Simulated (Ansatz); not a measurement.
# Band table of S (diamond type)

```xyz
2
Lattice="0.0000 2.8947 2.8947 2.8947 0.0000 2.8947 2.8947 2.8947 0.0000" Properties=species:S:1:pos:R:3 pbc="T T T"
S    -0.7237   -0.7237   -0.7237
S     0.7237    0.7237    0.7237
```

The cell comes from a relaxation on PAW files under the same functional, begun from a prototype that needn't be the stable phase.

Computed with Ansatz 0.2.0; functional PBE, scalar-relativistic. Settings: a Γ-centred 13×13×13 k mesh, Fermi–Dirac smearing of 0.08 eV, no spin polarisation. Methods: LAPW: all electrons, basis error target 1 meV/atom.

Path points, in fractions of the reciprocal vectors: Γ (0.000, 0.000, 0.000), X (0.500, 0.000, 0.500), U (0.625, 0.250, 0.625), K (0.375, 0.375, 0.750), L (0.500, 0.500, 0.500), W (0.500, 0.250, 0.750). The distance column jumps between branches of the path. Levels in eV from the Fermi level; bands 9 to 16, counted from the lowest band of the run. The gap is zero, the pressure 0.06 GPa.

```
# k(1/Å) point b9 b10 b11 b12 b13 b14 b15 b16
0.000 Γ -15.73 -9.10 -3.82 -3.82 -3.82 -0.91 -0.91 -0.91
0.155 - -15.67 -9.28 -3.96 -3.96 -3.65 -1.00 -0.72 -0.72
0.310 - -15.51 -9.75 -4.28 -4.28 -3.24 -1.22 -0.23 -0.23
0.465 - -15.24 -10.39 -4.64 -4.64 -2.75 -1.48 0.40 0.40
0.620 - -14.86 -11.11 -4.97 -4.97 -2.33 -1.72 1.07 1.07
0.775 - -14.40 -11.84 -5.22 -5.22 -2.08 -1.87 1.67 1.67
0.930 - -13.85 -12.55 -5.38 -5.38 -1.98 -1.95 2.12 2.12
1.085 X -13.23 -13.23 -5.43 -5.43 -1.97 -1.97 2.29 2.29
1.140 - -13.24 -13.22 -5.45 -5.43 -1.97 -1.92 2.27 2.27
1.195 - -13.26 -13.20 -5.51 -5.41 -1.98 -1.80 2.22 2.23
1.250 - -13.30 -13.15 -5.59 -5.39 -1.99 -1.60 2.15 2.16
1.305 - -13.36 -13.09 -5.69 -5.35 -2.01 -1.36 2.06 2.06
1.359 - -13.43 -13.02 -5.78 -5.31 -2.03 -1.09 1.94 1.96
1.414 - -13.51 -12.92 -5.86 -5.25 -2.07 -0.80 1.81 1.86
1.469 U -13.61 -12.81 -5.93 -5.19 -2.11 -0.52 1.65 1.75
2.134 K -13.61 -12.81 -5.93 -5.19 -2.11 -0.52 1.65 1.75
2.298 - -13.98 -12.39 -5.98 -4.96 -2.32 0.09 1.14 1.48
2.462 - -14.40 -11.85 -5.80 -4.70 -2.61 0.20 0.60 1.25
2.627 - -14.82 -11.20 -5.42 -4.42 -2.96 -0.05 0.09 0.96
2.791 - -15.19 -10.50 -4.92 -4.17 -3.29 -0.38 -0.33 0.48
2.956 - -15.48 -9.82 -4.39 -3.98 -3.57 -0.67 -0.65 -0.14
3.120 - -15.67 -9.30 -3.98 -3.86 -3.75 -0.85 -0.85 -0.69
3.285 Γ -15.73 -9.10 -3.82 -3.82 -3.82 -0.91 -0.91 -0.91
3.419 - -15.69 -9.23 -3.87 -3.87 -3.81 -0.84 -0.84 -0.83
3.553 - -15.56 -9.60 -4.01 -4.01 -3.81 -0.63 -0.63 -0.57
3.688 - -15.37 -10.12 -4.17 -4.17 -3.87 -0.37 -0.37 -0.09
3.822 - -15.12 -10.68 -4.34 -4.34 -3.99 -0.12 -0.12 0.54
3.956 - -14.84 -11.21 -4.47 -4.47 -4.11 0.08 0.08 1.21
4.090 - -14.60 -11.61 -4.55 -4.55 -4.20 0.19 0.19 1.75
4.225 L -14.50 -11.77 -4.58 -4.58 -4.23 0.23 0.23 1.97
4.334 - -14.47 -11.81 -4.93 -4.61 -3.83 0.20 0.30 1.93
4.444 - -14.38 -11.91 -5.34 -4.71 -3.29 0.12 0.51 1.83
4.554 - -14.24 -12.08 -5.64 -4.87 -2.76 0.00 0.80 1.70
4.663 - -14.04 -12.32 -5.82 -5.07 -2.27 -0.17 1.12 1.56
4.773 - -13.80 -12.60 -5.88 -5.30 -1.82 -0.39 1.37 1.49
4.882 - -13.52 -12.90 -5.84 -5.52 -1.40 -0.67 1.47 1.49
4.992 W -13.22 -13.22 -5.71 -5.71 -1.01 -1.01 1.50 1.50
5.070 - -13.22 -13.22 -5.70 -5.70 -1.07 -1.07 1.55 1.55
5.147 - -13.22 -13.22 -5.66 -5.66 -1.22 -1.22 1.69 1.69
5.225 - -13.22 -13.22 -5.61 -5.61 -1.43 -1.43 1.86 1.86
5.302 - -13.23 -13.23 -5.55 -5.55 -1.63 -1.63 2.03 2.03
5.380 - -13.23 -13.23 -5.49 -5.49 -1.81 -1.81 2.17 2.17
5.457 - -13.23 -13.23 -5.45 -5.45 -1.93 -1.93 2.26 2.26
5.535 X -13.23 -13.23 -5.43 -5.43 -1.97 -1.97 2.29 2.29
```
